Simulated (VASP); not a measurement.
A run of VASP 6.6.1:

The input INCAR:

```
ALGO = Normal ; EDIFF = 1E-7
EDIFFG = -0.005 ; ENCUT = 600
IBRION = 2 ; ISIF = 3
ISMEAR = 1 ; KPAR = 2
LASPH = T ; LCHARG = F
LREAL = F ; LWAVE = F
NELM = 80 ; NSW = 90
PREC = Accurate ; SIGMA = 0.1
```

The input KPOINTS:

```
k-points
0
Gamma
  12 12 12
```

POSCAR

```
Ca                                      
1.0
    0.0000000000      2.6672615732      2.6672615732
    2.6672615732      0.0000000000      2.6672615732
    2.6672615732      2.6672615732     -0.0000000000
  Ca            
     1
Direct
     1.0000000000000000    1.0000000000000000    1.0000000000000000
```

Potentials or basis: VASP PAW LDA potentials, release 64 (Ca_sv).

The run is started by

```console
$ cat potpaw_LDA.64/Ca_sv/POTCAR > POTCAR
$ mpirun -np 2 vasp_std > vasp.out
```

Hardware: 2 MPI ranks on Intel(R) Xeon(R) Platinum 8375C CPU @ 2.90GHz (Ice Lake), on a shared host.

Problem. How long does it take, and how much memory?

Solution. Wall time 10 s on 2 MPI ranks on Intel(R) Xeon(R) Platinum 8375C CPU @ 2.90GHz (Ice Lake) (shared host), peak memory 0.16 GiB a rank. Counts: scf iterations 12, k points 72, ion steps 1.
